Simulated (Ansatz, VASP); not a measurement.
**Cross-check of ZnS (Sphalerite) between VASP and Ansatz**

Wanted: the spread between two codes on one cell, functional and k mesh. The cell is taken from a series of runs on this material, whose earlier steps may have relaxed, scaled, displaced or heated it; both programs get it as it stands.

Program: Ansatz 0.2.0. Level of theory: plane waves, with VASP 6.6.1 beside it; dielectric response at r2SCAN. Results are calculated unless marked as measured.

### Step 1. The structure

Symmetry: F-43m, No. 216, cubic system. Conventional cell: a = 5.409 Å, b = 5.409 Å, c = 5.409 Å, α = 90.00°, β = 90.00°, γ = 90.00°. Zn has 4 S at 2.34 Å nearest. Nearest to S lie 4 Zn at 2.34 Å. Farther neighbours and most contacts between anions are not listed.

### Step 2. Ansatz: dielectric response, r2SCAN

Ansatz runs on its default PAW (the set named soft_2) files.

The response to a field tests empty states and converges slowly with the mesh.

File input.yaml:

```yaml
crystal:
  lattice:
    - [0.0, 2.70465, 2.70465]
    - [2.70465, 0.0, 2.70465]
    - [2.70465, 2.70465, 0.0]
  atoms:
    - { symbol: Zn, position: [0.0, 0.0, 0.0] }
    - { symbol: S, position: [0.25, 0.25, 0.25] }
kpoints:
  mp_grid: { grid: [8, 8, 8] }
hamiltonian:
  xc: r2scan
scf:
  occupations: { method: fixed }
output:
  eigenvalues: true
dielectric: {}
```

Launch:

```
$ ansatz run input.yaml --threads 4 --pin off --max-ram 8192MiB --backend cpu --events-out ev --progress --plain --runs-dir out
```

Numbers of over 12 decimals in the logs are rounded to 6 here.

The program printed:

```text
Engine: ansatz 0.2.0, aarch64-unknown-linux-gnu
Pseudopotentials: kind: paw
Pseudopotential: Zn, paw, valence charge 12, recommended cutoff 500 eV (meta_gga), Zn.paw.azcp
Pseudopotential: S, paw, valence charge 6, recommended cutoff 500 eV (meta_gga), S.paw.azcp
Functional definition: r2SCAN
  parameter k0 = 0.174
  parameter k1 = 0.065
  parameter a1 = 4.9479
  exchange = r2scan_x(k0 = k0, k1 = k1, a1 = a1)
  correlation = r2scan_c
Crystal: 2 atoms, lattice volume = 39.570 Å³
Basis set: ecut = 500 eV, 965 PW (Γ), exchange–correlation on 120×120×120 points (64 copies of the dense FFT grid, shifted against one another)
Bands: 13, of which v1, the nominal top of the filled ones, is band 9 counted from 1 (8 counted from 0)
Symmetry: 24 space group operations
k-points: 95 of 512 (irreducible under 4 space group operations, time reversal used)
Non-local potential: Zn, projectors of the file, l = 0: 2, l = 1: 2, l = 2: 3, l = 3: 1
Non-local potential: S, projectors of the file, l = 0: 2, l = 1: 2, l = 2: 2
PAW form: soft (Blöchl's): semilocal exchange-correlation on the pseudo side does not see the compensation charge
PAW frozen core: Zn, regenerated for the run's functional (the file was generated under x = pbe(κ = 0.804, μ = 0.219515), c = pbe(β = 0.066725))
PAW frozen core: S, regenerated for the run's functional (the file was generated under x = pbe(κ = 0.804, μ = 0.219515), c = pbe(β = 0.066725))
PAW one-centre angular grid: Zn, 590 points (default); XC on 261 of its mesh's 2673 points in the sphere
PAW one-centre angular grid: S, 302 points (default); XC on 160 Gauss nodes
Initial density: superposition of atomic densities (neutral atoms: chi_scale 0, normalization atom), corrected by the library's trained network
Initial wavefunctions: pseudopotential atomic-orbital guess
Functional: x = r2scan, c = r2scan; τ floored in thin density (d = 2e-4 eV/Å³)
SCF iter   1: F=—  HF=-4233.451749 eV  |F-HF|=—  |Δ(HF+E_count)|=         —  Δρ=1.55e-2  dr2=4.69e-2  dr2_τ=6.36e-3  ethr=1.77e-3  ⟨swp⟩=4.7  Hψ=6589  notcnv=0  defer=156
preconditioner: auto → none  [insulator: Δε(μ)=2.634 eV  Ē_g=13.032 eV  n_scr=14 (ndim 8)  ℏωp=25.0 eV  f_vac=0.026  ε∞_Penn≈4.7]
SCF iter   2: F=—  HF=-4233.453931 eV  |F-HF|=—  |Δ(HF+E_count)|=   2.18e-3  Δρ=4.58e-3  dr2=8.36e-3  dr2_τ=3.50e-4  ethr=2.60e-4  ⟨swp⟩=2.6  Hψ=3029  notcnv=0  defer=186
SCF iter   3: F=—  HF=-4233.448767 eV  |F-HF|=—  |Δ(HF+E_count)|=   5.16e-3  Δρ=2.91e-3  dr2=1.38e-3  dr2_τ=8.44e-6  ethr=4.64e-5  ⟨swp⟩=2.3  Hψ=2225  notcnv=0  defer=185
SCF iter   4: F=—  HF=-4233.449083 eV  |F-HF|=—  |Δ(HF+E_count)|=   3.16e-4  Δρ=2.47e-4  dr2=3.87e-5  dr2_τ=2.03e-6  ethr=7.67e-6  ⟨swp⟩=3.0  Hψ=3041  notcnv=0  defer=184
SCF iter   5: F=—  HF=-4233.449070 eV  |F-HF|=—  |Δ(HF+E_count)|=   1.29e-5  Δρ=1.17e-4  dr2=4.86e-6  dr2_τ=5.76e-8  ethr=2.15e-7  ⟨swp⟩=2.0  Hψ=1482  notcnv=0  defer=2
SCF iter   6: F=—  HF=-4233.449070 eV  |F-HF|=—  |Δ(HF+E_count)|=   2.60e-7  Δρ=7.41e-6  dr2=1.11e-8  dr2_τ=1.62e-9  ethr=2.70e-8  ⟨swp⟩=2.5  Hψ=2048  notcnv=0
SCF iter   7: F=—  HF=-4233.449069 eV  |F-HF|=—  |Δ(HF+E_count)|=   7.92e-7  Δρ=1.24e-6  dr2=2.94e-10  dr2_τ=9.65e-12  ethr=6.16e-11  ⟨swp⟩=2.0  Hψ=2090  notcnv=0
SCF iter   8: F=-4233.449069 eV  HF=-4233.449069 eV  |F-HF|=9.09e-13  |Δ(HF+E_count)|=  3.07e-10  Δρ=8.63e-8  dr2=3.27e-12  dr2_τ=1.21e-13  ethr=1.00e-12  ⟨swp⟩=3.3  Hψ=3361  notcnv=0
SCF 1 converged in 8 iterations: F = -4233.449069 eV  dr2 = 3.27e-12
  greatest PAW one-centre occupation: 0.983 electrons in one spin orbital (limit 2), on the Zn atom at site 0 (counted from 0), in its partial waves of l = 2
DFPT response loops at Γ: preconditioner auto → none (the input reference at scf.mixing.eps_inf says where Resta's filter doesn't serve); β = 0.50; Broyden in place of MSR1
── the response to a field inside a basis, on 8×8×8 k-points: an SCF that follows is theirs, and a resumed run solves both again ──
Bands: 10, of which v1, the nominal top of the filled ones, is band 9 counted from 1 (8 counted from 0)
k-points: 60 of 512 (irreducible under 6 space group operations, time reversal used)
Initial density: handed on by an earlier stage of this run
Initial wavefunctions: pseudopotential atomic-orbital guess (no wavefunctions were taken with the density)
Eigensolver: Dense (60 Hₖ)
SCF iter   1: F=—  HF=-4233.447431 eV  |F-HF|=—  |Δ(HF+E_count)|=         —  Δρ=7.83e-5  dr2=4.69e-7  dr2_τ=3.34e-7  ethr=1.00e-1
preconditioner: auto → none  [insulator: Δε(μ)=2.963 eV  Ē_g=10.471 eV  n_scr=14 (ndim 8)  ℏωp=25.0 eV  f_vac=0.026  ε∞_Penn≈6.7]
SCF iter   2: F=—  HF=-4233.447432 eV  |F-HF|=—  |Δ(HF+E_count)|=   1.25e-6  Δρ=5.66e-5  dr2=4.47e-7  dr2_τ=9.79e-8  ethr=2.61e-9
SCF iter   3: F=—  HF=-4233.447432 eV  |F-HF|=—  |Δ(HF+E_count)|=   2.22e-7  Δρ=1.96e-5  dr2=4.15e-8  dr2_τ=1.49e-8  ethr=2.48e-9
SCF iter   4: F=-4233.447432 eV  HF=-4233.447432 eV  |F-HF|=2.52e-9  |Δ(HF+E_count)|=   2.12e-8  Δρ=3.37e-6  dr2=1.01e-9  dr2_τ=2.98e-10  ethr=2.31e-10
SCF 1 converged in 4 iterations: F = -4233.447432 eV  dr2 = 1.01e-9
DFPT response loops at Γ: mixed as the last ones told, above
SCF converged after 8 iterations
Free energy (F): -4233.449069 eV
Harris-Foulkes:  -4233.449069 eV  (|F-HF|=9.09e-13)
Internal energy: -4233.449069 eV  (E = F + TS)
E sigma→0 (E₀):  -4233.449069 eV
Fermi energy:    5.470371 eV
--- Per-component energies (eV) ---
  E_band       = -3.058758
  E_kinetic    = 237.256902
  E_local      = -2048.489117  (includes V_loc(G=0)·N_el)
  E_nonlocal   = 646.688529
  E_hartree    = 859.194324
  E_xc         = -215.623447
  E_vxc        = -147.999838  (∫ρ·V_xc dr)
  E_paw        = -2460.032574  (= ΣΔE_a)
  E_vpaw       = -416.229626  (= ΣTr[D̂ρ^β])
  E_aug_tail   = -0.000060  (compensation charges beyond the density's cutoff)
  E_vtau       = 7.325830  (kinetic-family band-sum trace: ∫τ·v_τ [+ j·A + Jᵃ·Aᵃ] dr)
  E_ewald      = -1252.151240
  E_core_change = -0.292385  (= ΣΔE_core)
  E_smearing   = -0.000000  (= −TS)
  E_closure    = 0.000000  (closes the sum)
  Σ components = -4233.449069   (vs F -4233.449069, Δ=0.00e0)
--- Band table (eV; the first three rows and the last of 95) ---
  k-point 0: bands = [... 5 lower, -0.4806, 5.4704, 5.4704, 5.4704, 8.1218, 12.3446, 12.3446, 12.3446]
  k-point 1: bands = [... 5 lower, -0.4821, 4.3863, 5.3210, 5.3210, 8.9128, 12.2430, 12.6046, 12.6046]
  k-point 2: bands = [... 5 lower, -0.4788, 2.6279, 4.9938, 4.9938, 9.4600, 12.9025, 12.9716, 12.9716]
  k-point 94: bands = [... 5 lower, -0.0821, 0.8481, 2.6758, 2.6936, 11.5060, 12.0377, 13.9122, 14.1273]
--- Dielectric response (ions clamped): 3 representative field directions + reference, inside a basis on a mesh of 512 k-points (Σ response iterations 15) ---
  ε∞ (high-frequency dielectric tensor):
        5.429438    -0.000000     0.000000
       -0.000000     5.429438     0.000000
        0.000000     0.000000     5.429438
  Born effective charges Z* (e; rows j = field, columns β = displacement):
    site 0:
         2.00157   -0.00000    0.00000
        -0.00000    2.00157    0.00000
         0.00000    0.00000    2.00157
    site 1:
        -2.00157    0.00000   -0.00000
         0.00000   -2.00157   -0.00000
        -0.00000   -0.00000   -2.00157
  Z* charge neutrality: 3.881e-4 e pre-enforcement
  solved inside a basis spanned on kpoints, on 8×8×8 k-points, its susceptibility summed on 12×12×12: ε∞ is read to err by 1.4e-2, Z* by 1.3e-2 e (field_mesh: kpoints solves on kpoints); Z* is corrected for what the basis lacks
```

In the SCF lines HF is the Harris–Foulkes energy and dr2 the Hartree energy of the density residual, in eV; the loop may stop once dr2 is under the threshold and the program's other checks hold. Hψ counts applications of the Hamiltonian.

(Part 1 of 2 ends here.)

[Lines on the potential files, build, host, timing and source positions are cut from VASP's logs without a mark.]

[Logs are printed without paths, hosts, clocks, repeated set-up lines and the standing remarks that a program may print on its own settings, such as how far it seeks lower states.]

[Hosts, paths, dates, database ids (printed as entryN), source tags and the programs' standing remarks are cut or masked in the printed files.]
